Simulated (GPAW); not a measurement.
# Al in GPAW: convergence with k mesh

Input of the first run (k mesh 2 × 2 × 2); the others differ in this setting and in those tied to it:

The input run.py:

```python
from ase.dft.bandgap import bandgap
from ase.io import read, write
from ase.units import GPa
from gpaw import GPAW, PW, setup_paths

setup_paths.insert(0, '.')

atoms = read('Al.xyz')

calc = GPAW(mode=PW(600),
            xc='PBE',
            kpts={'size': (2, 2, 2), 'gamma': True},
            occupations={'name': 'fermi-dirac', 'width': 0.05},
            setups={'Al': 'jth'},
            nbands=-6,
            convergence={'density': 1e-05, 'energy': 1e-05},
            maxiter=100,
            txt='gpaw.txt')
atoms.calc = calc
energy = atoms.get_potential_energy()
forces = atoms.get_forces()
stress = atoms.get_stress()
calc.write('gs.gpw')
write('result.traj', atoms)
print(f'Energy: {energy:.6f} eV')
print('Forces (eV/A):')
print(forces.round(4))
print('Stress (GPa):', (stress / GPa).round(3))
print('Fermi level:', round(calc.get_fermi_level(), 4), 'eV')
print(f'Gap: {bandgap(calc)[0]:.4f} eV, direct: {bandgap(calc, direct=True)[0]:.4f} eV')
```

The input Al.xyz:

```xyz
1
Lattice="2.7217600000 0.0000000000 0.0000000000 0.0000000000 2.7217600000 0.0000000000 0.0000000000 0.0000000000 2.7217600000" Properties=species:S:1:pos:R:3 pbc="T T T"
Al     0.0000000000      0.0000000000      0.0000000000
```

Potentials or basis: JTH PAW 2.0, PBE, pw.

Command:

```console
$ OMP_NUM_THREADS=1 python run.py
```

The cell was built by a generator and needn't be a form met in nature.

Hardware: 1 thread of Arm Neoverse V1 (shared host).

Q: The values tried are 2 × 2 × 2, 3 × 3 × 3, 4 × 4 × 4, 5 × 5 × 5, 6 × 6 × 6, 7 × 7 × 7, 9 × 9 × 9, 11 × 11 × 11, 13 × 13 × 13, loosest first. From which on does the pressure stay within 0.1 GPa of the tightest run that finished?

A: From 11 × 11 × 11 on.

| k mesh | energy less the tightest run, at zero smearing (meV/atom) | pressure (GPa) | SCF cycles | CPU time (s) | peak memory (GiB) |
| --- | --- | --- | --- | --- | --- |
| 2 × 2 × 2 | 1115.37 | -1.37 | 8 | 2.3 | 0.12 |
| 3 × 3 × 3 | 488.11 | 1.10 | 8 | 2.4 | 0.12 |
| 4 × 4 × 4 | -66.03 | 0.00 | 8 | 2.9 | 0.12 |
| 5 × 5 × 5 | -46.21 | -0.34 | 8 | 2.9 | 0.12 |
| 6 × 6 × 6 | 79.70 | 0.12 | 8 | 3.4 | 0.12 |
| 7 × 7 × 7 | -20.25 | -0.37 | 8 | 3.7 | 0.12 |
| 9 × 9 × 9 | 8.25 | -0.10 | 8 | 4.8 | 0.12 |
| 11 × 11 × 11 | -14.22 | -0.20 | 8 | 6 | 0.12 |
| 13 × 13 × 13 | 0.00 | -0.25 | 8 | 7.9 | 0.13 |

Not settled before the last step: the energy (to 1 meV/atom). Meshes of other sizes hit other points, so gaps and Fermi surfaces needn't settle smoothly. The tightest run that finished is the yardstick and may itself not be fully converged.

Caveat, for the tightest run too: the program truncates these outside data sets.
